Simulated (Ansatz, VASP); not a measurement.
# Two plane-wave programs on ZnAu

```
Zn Au
1.0
     3.12819    0.00000    0.00000
     0.00000    3.12819    0.00000
     0.00000    0.00000    3.12819
Zn Au
1 1
Direct
  0.50000 0.50000 0.50000
  0.00000 0.00000 0.00000
```

Alike in both runs: functional PBEsol; k mesh 14 × 14 × 14; occupations gaussian, width 0.1 eV; no spin polarisation.

Ansatz relaxed the structure, and its values are those at the end. VASP's run is a single point on that final structure, the one shown.

```csv
,VASP,Ansatz
version,VASP 6.6.1,Ansatz 0.2.0
potentials or method,"VASP PAW PBE potentials, release 64 (Zn, Au)","scalar-relativistic, plane waves, PAW"
plane-wave cutoff (eV),520,420
valence electrons in the cell,23,31
```

|  | VASP | Ansatz | Ansatz less VASP |
| --- | --- | --- | --- |
| gap on the k mesh at the Fermi level (eV) | none | none | - |
| pressure (GPa) | 0.2 | 0.0 | -0.18 |

A gap of «none» marks a metal or a gap that the smearing closes. The two sets of potentials don't hold the same shells in valence.

Caveats: the PAW data sets were made with another functional, which shifts forces and pressure a little (VASP). Spin-orbit coupling is left out, which matters for the levels of Au.
